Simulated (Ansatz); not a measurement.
The geometry is COD entry 9000001, unchecked; take it as a test cell. The listed cell was then made from it by scaling, straining or moving an atom.

PbS: DFT, LDA, PAW with Ansatz's default frozen-core files, scalar-relativistic (Ansatz 0.2.0). What sets it apart from a plain run of this crystal: volume scaled by 1.01.

Command: `ansatz run input.yaml --threads 1 --pin off --max-ram 3072MiB --backend cpu --events-out ev --progress --plain --runs-dir out` The run took 3.1 s on 1 thread of Arm Neoverse V2 (shared host), peak memory 0.37 GiB.

```yaml
crystal:
  lattice:
    - [0.0, 2.9748505707, 2.9748505707]
    - [2.9748505707, 0.0, 2.9748505707]
    - [2.9748505707, 2.9748505707, 0.0]
  atoms:
    - { symbol: Pb, position: [0.0, 0.0, 0.0] }
    - { symbol: S, position: [0.5, 0.5, 0.5] }
kpoints:
  mp_grid: { grid: [8, 8, 8] }
scf:
  occupations: { method: fermi_dirac, width: 0.01 }
hamiltonian:
  xc: lda
  pseudopotentials: { kind: paw }
output:
  forces: true
  stress: true
  eigenvalues: true
  efg: { contact_densities: true }
  write_density: true
  write_potential: true
  elf: true
  volumetric_format: npy
```

Output (standing set-up lines are left out):

```
Crystal: 2 atoms, lattice volume = 52.653 Å³
SCF iter   1: F=—  HF=-12472.936148 eV  |F-HF|=—  |Δ(HF+E_count)|=         —  Δρ=5.56e-3  dr2=2.28e-2  ethr=1.77e-3  ⟨swp⟩=6.4  Hψ=2453  notcnv=0
preconditioner: auto → none  [insulator: Δε(μ)=0.197 eV  Ē_g=15.256 eV  σ=0.010 eV  W_gap=1.00  n_scr=14 (ndim 8)  ℏωp=22.9 eV  f_vac=0.000  D(μ)=0.00/eV (n_scr^D=0)  ε∞_Penn≈3.3]
SCF iter   2: F=—  HF=-12472.929059 eV  |F-HF|=—  |Δ(HF+E_count)|=   7.09e-3  Δρ=2.48e-3  dr2=4.79e-3  ethr=1.14e-4  ⟨swp⟩=2.1  Hψ=746  notcnv=0
SCF iter   3: F=—  HF=-12472.927625 eV  |F-HF|=—  |Δ(HF+E_count)|=   1.43e-3  Δρ=2.68e-4  dr2=5.03e-5  ethr=2.40e-5  ⟨swp⟩=2.3  Hψ=576  notcnv=0
SCF iter   4: F=—  HF=-12472.927617 eV  |F-HF|=—  |Δ(HF+E_count)|=   8.58e-6  Δρ=5.56e-5  dr2=1.55e-6  ethr=2.51e-7  ⟨swp⟩=2.9  Hψ=706  notcnv=0
SCF iter   5: F=—  HF=-12472.927616 eV  |F-HF|=—  |Δ(HF+E_count)|=   6.04e-7  Δρ=1.96e-5  dr2=2.19e-7  ethr=7.77e-9  ⟨swp⟩=2.0  Hψ=693  notcnv=0
SCF iter   6: F=-12472.927616 eV  HF=-12472.927616 eV  |F-HF|=1.13e-8  |Δ(HF+E_count)|=   8.07e-8  Δρ=4.89e-6  dr2=1.38e-8  ethr=5.00e-10  ⟨swp⟩=9.0  Hψ=2824  notcnv=0
SCF 1 converged in 6 iterations: F = -12472.927616 eV  dr2 = 1.38e-8
  greatest PAW one-centre occupation: 0.982 electrons in one spin orbital (limit 2), on the Pb atom at site 0 (counted from 0), in its partial waves of l = 2
SCF converged after 6 iterations
Free energy (F): -12472.927616 eV
Harris-Foulkes:  -12472.927616 eV  (|F-HF|=1.13e-8)
Internal energy: -12472.927616 eV  (E = F + TS)
E sigma→0 (E₀):  -12472.927616 eV
Fermi energy:    8.092104 eV
--- Per-component energies (eV) ---
  E_band       = -63.024856
  E_kinetic    = 393.646195
  E_local      = -1233.021532  (includes V_loc(G=0)·N_el)
  E_nonlocal   = 383.593925
  E_hartree    = 476.042549
  E_xc         = -315.594936
  E_vxc        = -221.352233  (∫ρ·V_xc dr)
  E_paw        = -10668.942556  (= ΣΔE_a)
  E_vpaw       = -337.971375  (= ΣTr[D̂ρ^β])
  E_aug_tail   = 0.000044  (compensation charges beyond the density's cutoff)
  E_ewald      = -1508.726790
  E_core_change = 0.075484  (= ΣΔE_core)
  E_smearing   = -0.000000  (= −TS)
  E_closure    = -0.000000  (closes the sum)
  Σ components = -12472.927616   (vs F -12472.927616, Δ=0.00e0)
--- Forces (eV/Å), atoms counted from 1 ---
  atom   1  Pb    -0.00000000     0.00000000     0.00000000
  atom   2  S      0.00000000     0.00000000     0.00000000
  max |Σ_I F_I| component: 7.82e-30 eV/Å
--- Stress (GPa, compression-positive) ---
       -3.072222      -0.000000      -0.000000
       -0.000000      -3.072222       0.000000
        0.000000      -0.000000      -3.072222
  P = ⅓ Tr σ = -3.0722 GPa (-30.722 kbar)
--- PAW observables at the nuclei: V_zz in 10²¹ V/m², potentials from the cell's mean, atoms counted from 1 ---
  atom   1  Pb V_zz =    -0.000000   η = 0.0000   by run symmetry: forbidden
            electrostatic potential = -17477.833590 V   contact ρ = 16469334.655710 e/Å³
  atom   2  S  V_zz =    +0.000000   η = 0.0000   by run symmetry: forbidden
            electrostatic potential = -1636.500308 V   contact ρ = 19607.248070 e/Å³
--- Band table (eV; the first three rows and the last of 29) ---
  k-point 0: bands = ["-8.7269", "-8.7269", "-8.7269", "-8.7182", "-8.7182", "-5.5076", "1.8426", "5.8831", "5.8831", "5.8831", "13.0302", "13.0302", "13.0302", "14.6423"]
  k-point 1: bands = ["-8.7262", "-8.7258", "-8.7258", "-8.7171", "-8.7171", "-5.3732", "1.4115", "5.9251", "5.9251", "6.1952", "11.8288", "12.2761", "12.2761", "14.5538"]
  k-point 2: bands = ["-8.7351", "-8.7351", "-8.7249", "-8.7024", "-8.7024", "-4.9987", "0.4675", "6.0453", "6.0453", "6.8134", "10.2164", "11.0880", "11.0880", "14.7145"]
  k-point 28: bands = ["-8.8251", "-8.7165", "-8.7106", "-8.7106", "-8.6660", "-3.7724", "-0.0472", "3.5992", "3.5992", "7.0001", "10.0431", "12.5490", "12.5490", "16.0071"]
```
